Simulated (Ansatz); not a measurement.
RuO2 (rutile, P4_2/mnm) at seven volumes, DFT-PBEsol in the program Ansatz with PAW potentials, shape and atoms relaxed at each. One row is withheld.

| V (Å³/atom) | P (GPa) |
|---|---|
| 9.352 | 32.60 |
| 9.660 | ? |
| 9.969 | 9.11 |
| 10.277 | -0.01 |
| 10.585 | -7.69 |
| 10.894 | -14.15 |
| 11.202 | -19.53 |

Fit the shown pressures and predict the withheld one.

P = (3/2)B₀(x^(7/2) − x^(5/2))[1 + (3/4)(B′ − 4)(x − 1)] with x = (V₀/V)^(2/3). Least squares on the six rows gives V₀ = 10.277 Å³/atom, B₀ = 277 GPa, B′ = 4.66. At V = 9.660, x = 1.0421 and P = 19.82 GPa. The run itself gave 19.88 GPa.

Symmetry was held in the PBEsol relaxation; of distortions, only those at the zone centre were tested. No spin polarisation was allowed.

Potentials: the later of the program's two PAW sets.
